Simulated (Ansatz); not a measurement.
# TePb (Fm-3m) in Ansatz: further runs

The runs below take TePb through band structure, elastic constants, with LDA, PBE.

All numbers are computed with Ansatz 0.2.0; they aren't measurements. Logs are shortened: lines on timing, memory, paths and dates and some standing lists are left out, and cuts for length are marked.

**Experimental background.**

From a printed reference work, monograph, for a bulk crystal of TePb at 4.2 K: band gap 0.19 eV (direct).

The results are compared with them further down.

## 1. The crystal as given

Symmetry: Fm-3m, No. 225, cubic system. Conventional cell: a = 6.462 Å, b = 6.462 Å, c = 6.462 Å, α = 90.00°, β = 90.00°, γ = 90.00°. Around Pb (site symmetry m-3m) lie 6 Te at 3.23 Å. Around Te (site symmetry m-3m) lie 6 Pb at 3.23 Å.

## 2. Band structure, LDA

The input, input.yaml:

```yaml
crystal:
  lattice:
    - [0.0, 3.231, 3.231]
    - [3.231, 0.0, 3.231]
    - [3.231, 3.231, 0.0]
  atoms:
    - { symbol: Pb, position: [0.0, 0.0, 0.0] }
    - { symbol: Te, position: [0.5, 0.5, 0.5] }
hamiltonian:
  xc: lda
  pseudopotentials: { kind: paw }
kpoints:
  mp_grid: { grid: [7, 7, 7] }
  band_path:
    path:
      - [[0.0, 0.0, 0.0], [0.5, 0.0, 0.5], [0.5, 0.25, 0.75], [0.375, 0.375, 0.75], [0.0, 0.0, 0.0], [0.5, 0.5, 0.5], [0.625, 0.25, 0.625], [0.5, 0.25, 0.75], [0.5, 0.5, 0.5], [0.375, 0.375, 0.75]]
      - [[0.625, 0.25, 0.625], [0.5, 0.0, 0.5]]
    npoints: 14
scf:
  occupations: { method: fermi_dirac, width: 0.05 }
  n_extra_bands: 6
output:
  forces: true
  stress: true
  eigenvalues: true
  fatbands: true
  write_density: true
  write_potential: true
  elf: true
  volumetric_format: npy
```

Potentials or basis: Ansatz PAW.

The run is started by

```console
> ansatz run input.yaml --threads 2 --pin off --max-ram 5120MiB --backend cpu --events-out ev --progress --plain --runs-dir out
```

The log of the run:

```text
Warning: RAYON_NUM_THREADS=2 ignored (pool sized by the plan → 2); use --threads N
scf.n_extra_bands = 6 over 15 filled bands (N_el = 30.0): the run solves 21 bands
Engine: ansatz 0.2.0, aarch64-unknown-linux-gnu
Pseudopotentials: kind: paw
Pseudopotential: Pb, paw, valence charge 14, recommended cutoff 420 eV (normal), Pb.paw.azcp
Pseudopotential: Te, paw, valence charge 16, recommended cutoff 420 eV (normal), Te.paw.azcp
Functional definition: SPW92
  exchange = slater_x
  correlation = pw_c
Crystal: 2 atoms, lattice volume = 67.459 Å³
Basis set: ecut = 420 eV, 1363 PW (Γ)
Bands: 21, of which v1, the nominal top of the filled ones, is band 15 counted from 1 (14 counted from 0)
Symmetry: 48 space group operations
Space group: Fm-3m (ITA 225), of the structure as read, at distance tolerance 4.1e-5 Å
k-points: 20 of 343
Non-local potential: Pb, projectors of the file, l = 0: 2, l = 1: 2, l = 2: 2, l = 3: 2
Non-local potential: Te, projectors of the file, l = 0: 2, l = 1: 2, l = 2: 2, l = 3: 2
PAW form: soft (Blöchl's): semilocal exchange-correlation on the pseudo side does not see the compensation charge
PAW frozen core: Pb, regenerated for the run's functional, and the local potential with it (the file was generated under x = pbe(κ = 0.804, μ = 0.2195149727645171), c = pbe(β = 0.06672455060314922))
PAW frozen core: Te, regenerated for the run's functional, and the local potential with it (the file was generated under x = pbe(κ = 0.804, μ = 0.2195149727645171), c = pbe(β = 0.06672455060314922))
PAW one-centre angular grid: Pb, 590 points (default); XC on 64 Gauss nodes
PAW one-centre angular grid: Te, 590 points (default); XC on 64 Gauss nodes
Initial density: superposition of atomic densities (neutral atoms: chi_scale 0, normalization atom), corrected by the library's trained network
Initial wavefunctions: pseudopotential atomic-orbital guess
Functional: x = slater, c = lda
SCF iter   1: F=—  HF=-18430.261627 eV  |F-HF|=—  |Δ(HF+E_count)|=         —  Δρ=4.27e-3  dr2=7.49e-3  ethr=1.77e-3  ⟨swp⟩=7.2  Hψ=2255  notcnv=0
preconditioner: auto → none  [insulator: Δε(μ)=0.933 eV  Ē_g=16.194 eV  σ=0.050 eV  W_gap=1.00  n_scr=14 (ndim 8)  ℏωp=20.2 eV  f_vac=0.014  D(μ)=0.00/eV (n_scr^D=0)  ε∞_Penn≈2.6]
SCF iter   2: F=—  HF=-18430.257068 eV  |F-HF|=—  |Δ(HF+E_count)|=   4.56e-3  Δρ=1.87e-3  dr2=1.20e-3  ethr=2.50e-5  ⟨swp⟩=2.3  Hψ=824  notcnv=0  defer=12
SCF iter   3: F=—  HF=-18430.256907 eV  |F-HF|=—  |Δ(HF+E_count)|=   1.60e-4  Δρ=5.33e-4  dr2=3.97e-4  ethr=4.01e-6  ⟨swp⟩=2.0  Hψ=588  notcnv=0  defer=12
SCF iter   4: F=—  HF=-18430.256786 eV  |F-HF|=—  |Δ(HF+E_count)|=   1.21e-4  Δρ=1.64e-4  dr2=1.26e-5  ethr=1.32e-6  ⟨swp⟩=2.3  Hψ=511  notcnv=0  defer=12
SCF iter   5: F=—  HF=-18430.256784 eV  |F-HF|=—  |Δ(HF+E_count)|=   2.36e-6  Δρ=5.09e-5  dr2=1.92e-6  ethr=4.20e-8  ⟨swp⟩=2.0  Hψ=692  notcnv=0  defer=12
SCF iter   6: F=-18430.256782 eV  HF=-18430.256782 eV  |F-HF|=4.48e-8  |Δ(HF+E_count)|=   1.16e-6  Δρ=8.69e-6  dr2=5.85e-8  ethr=3.33e-10  ⟨swp⟩=11.3  Hψ=3490  notcnv=0
SCF 1 converged in 6 iterations: F = -18430.256782 eV  dr2 = 5.85e-8
NSCF: frozen V_eff on 142 k-points
SCF converged after 6 iterations
Free energy (F): -18430.256782 eV
Harris-Foulkes:  -18430.256782 eV  (|F-HF|=4.48e-8)
Internal energy: -18430.256778 eV  (E = F + TS)
E sigma→0 (E₀):  -18430.256780 eV
Entropy (-TS):   -0.000005 eV (-0.002 meV/atom)
Fermi energy:    8.708376 eV
--- Per-component energies (eV) ---
  E_band       = -325.116398
  E_kinetic    = 469.887975
  E_local      = -2396.436199  (includes V_loc(G=0)·N_el)
  E_nonlocal   = 49.365942
  E_hartree    = 1253.857417
  E_xc         = -343.341941
  E_vxc        = -238.741588  (∫ρ·V_xc dr)
  E_paw        = -14611.271592  (= ΣΔE_a)
  E_vpaw       = -716.921890  (= ΣTr[D̂ρ^β])
  E_aug_tail   = -0.000162  (compensation charges beyond the density's cutoff)
  E_ewald      = -2852.919164
  E_core_change = 0.600948  (= ΣΔE_core)
  E_smearing   = -0.000005  (= −TS)
  E_closure    = 0.000000  (closes the sum)
  Σ components = -18430.256782   (vs F -18430.256782, Δ=0.00e0)
--- Forces (eV/Å), atoms counted from 1 ---
  atom   1  Pb    -0.00000000    -0.00000000     0.00000000
  atom   2  Te     0.00000000     0.00000000     0.00000000
  max |Σ_I F_I| component: 1.55e-29 eV/Å
--- Stress (GPa, compression-positive) ---
       -1.733688       0.000000      -0.000000
       -0.000000      -1.733688      -0.000000
        0.000000       0.000000      -1.733688
  P = ⅓ Tr σ = -1.7337 GPa (-17.337 kbar)
--- Band table (eV; the first three rows and the last of 20) ---
  k-point 0: bands = ["-27.7136", "-27.7136", "-27.7071", "-27.7071", "-27.7071", "-8.2634", "-8.2634", "-8.2502", "-8.2502", "-8.2502", "-3.7212", "2.6172", "7.0225", "7.0225", "7.0225", "12.3506", "12.3506", "12.3506", "14.2033", "14.2033", "14.2033"]
  k-point 1: bands = ["-27.7135", "-27.7135", "-27.7070", "-27.7070", "-27.7070", "-8.2659", "-8.2659", "-8.2497", "-8.2474", "-8.2474", "-3.5477", "2.0818", "7.0764", "7.0764", "7.3096", "11.4073", "11.6339", "11.6339", "13.9917", "14.5825", "14.5825"]
  k-point 2: bands = ["-27.7135", "-27.7135", "-27.7069", "-27.7068", "-27.7068", "-8.2727", "-8.2727", "-8.2488", "-8.2401", "-8.2401", "-3.0580", "0.9417", "7.2424", "7.2424", "7.7985", "10.0982", "10.4867", "10.4867", "14.5193", "15.6145", "15.6145"]
  k-point 19: bands = ["-27.7137", "-27.7132", "-27.7069", "-27.7066", "-27.7063", "-8.3080", "-8.2661", "-8.2459", "-8.2386", "-8.2253", "-1.9329", "0.2356", "4.4594", "5.0871", "7.6836", "10.2298", "13.0210", "13.8157", "14.4534", "15.6428", "18.7434"]
```

Wall time 4.8 s (2 threads of Arm Neoverse V1, shared host); peak memory 0.37 GiB.

What came out:

```yaml
Free_energy: -18430.2568 eV
Pressure: -1.7 GPa
Band_gap_along_the_path: 0.65 eV, direct
```

Levels at the corners of the path, in eV from the Fermi level:
| point | band 11 | band 12 | band 13 | band 14 | band 15 | band 16 | band 17 | band 18 | band 19 | band 20 |
| --- | --- | --- | --- | --- | --- | --- | --- | --- | --- | --- |
| Γ | -12.43 | -6.09 | -1.69 | -1.69 | -1.69 | 3.64 | 3.64 | 3.64 | 5.49 | 5.49 |
| X | -10.76 | -7.75 | -4.85 | -3.15 | -3.15 | 2.94 | 5.03 | 5.03 | 6.24 | 10.01 |
| W | -10.61 | -8.42 | -4.14 | -4.14 | -0.70 | 1.24 | 4.83 | 4.83 | 6.44 | 6.44 |
| K | -10.67 | -8.40 | -4.47 | -2.64 | -2.45 | 3.17 | 3.38 | 4.75 | 5.51 | 8.49 |
| Γ | -12.43 | -6.09 | -1.69 | -1.69 | -1.69 | 3.64 | 3.64 | 3.64 | 5.49 | 5.49 |
| L | -11.01 | -9.01 | -1.21 | -1.21 | -0.37 | 0.28 | 0.87 | 0.87 | 7.95 | 8.90 |
| U | -10.67 | -8.40 | -4.47 | -2.64 | -2.45 | 3.17 | 3.38 | 4.75 | 5.51 | 8.49 |
| W | -10.61 | -8.42 | -4.14 | -4.14 | -0.70 | 1.24 | 4.83 | 4.83 | 6.44 | 6.44 |
| L | -11.01 | -9.01 | -1.21 | -1.21 | -0.37 | 0.28 | 0.87 | 0.87 | 7.95 | 8.90 |
| K | -10.67 | -8.40 | -4.47 | -2.64 | -2.45 | 3.17 | 3.38 | 4.75 | 5.51 | 8.49 |
| U | -10.67 | -8.40 | -4.47 | -2.64 | -2.45 | 3.17 | 3.38 | 4.75 | 5.51 | 8.49 |
| X | -10.76 | -7.75 | -4.85 | -3.15 | -3.15 | 2.94 | 5.03 | 5.03 | 6.24 | 10.01 |

Caveat: this odd mesh misses L, where the gap lies, so gap, dielectric constants and Born charges aren't listed; spin-orbit coupling is left out, which moves the levels of the heavy elements; the PAW data sets come from PBE, with cores solved anew for the run's functional, which leaves a small shift of forces and pressure.

## 3. Elastic constants, PBE

The input, input.yaml:

```yaml
crystal:
  lattice:
    - [0.0, 3.231, 3.231]
    - [3.231, 0.0, 3.231]
    - [3.231, 3.231, 0.0]
  atoms:
    - { symbol: Pb, position: [0.0, 0.0, 0.0] }
    - { symbol: Te, position: [0.5, 0.5, 0.5] }
hamiltonian:
  xc: pbe
  pseudopotentials: { kind: paw }
kpoints:
  mp_grid: { grid: [6, 6, 6] }
scf:
  occupations: { method: fixed }
output:
  forces: true
  stress: true
elastic:
  mode: clamped_ion
  stencil: two_point
```

Potentials or basis: Ansatz PAW.

The run is started by

```console
> ansatz run input.yaml --threads 2 --pin off --max-ram 5120MiB --backend cpu --events-out ev --progress --plain --runs-dir out
```

Wall time 6.7 s (2 threads of Arm Neoverse V1, shared host); peak memory 0.38 GiB.

Results (log left out):

```
Free energy                                 : -18887.1652 eV
Pressure                                    : 2.1 GPa
Band gap on the k mesh                      : 0.73 eV, direct
Clamped-ion elastic constants C11, C12, C44 : 130, 7, 14 GPa
Voigt bulk modulus                          : 48 GPa
```

Levels at points of the mesh, in eV from the valence-band top:
| k point | band 11 | band 12 | band 13 | band 14 | band 15 | band 16 | band 17 | band 18 | band 19 |
| --- | --- | --- | --- | --- | --- | --- | --- | --- | --- |
| (0.00, 0.00, 0.00) | -12.03 | -5.59 | -1.35 | -1.35 | -1.35 | 4.07 | 4.07 | 4.07 | 5.81 |
| (0.00, 0.00, -0.50) | -10.60 | -8.58 | -0.90 | -0.90 | 0.00 | 0.73 | 1.27 | 1.27 | 8.38 |
| (0.00, -0.50, -0.50) | -10.35 | -7.28 | -4.50 | -2.81 | -2.81 | 3.29 | 5.47 | 5.47 | 6.70 |

Elastic tensor in Voigt notation (GPa, ions clamped, in the Cartesian axes of the cell as first typed):
```
130   7   7   0   0   0
  7 130   7   0   0   0
  7   7 130   0   0   0
  0   0   0  14   0   0
  0   0   0   0  14   0
  0   0   0   0   0  14
```

Caveat: spin-orbit coupling is left out, which as a rule narrows the gap of such compounds by several tenths of an eV.

## 4. Against experiment

Step 2. A measured gap of TePb is 0.19 eV (direct; 4.2 K; a printed reference work, monograph); the calculated 0.65 eV misses it by +0.46 eV. Spin-orbit coupling on Pb, Te is left out. The value is that of LDA, without temperature or zero-point motion.

Step 3. A measured gap of TePb is 0.19 eV (direct; 4.2 K; a printed reference work, monograph); the calculated 0.73 eV misses it by +0.54 eV. Spin-orbit coupling on Pb, Te is left out. The value is that of PBE on a finite k mesh, which can miss the band edges, without temperature or zero-point motion.
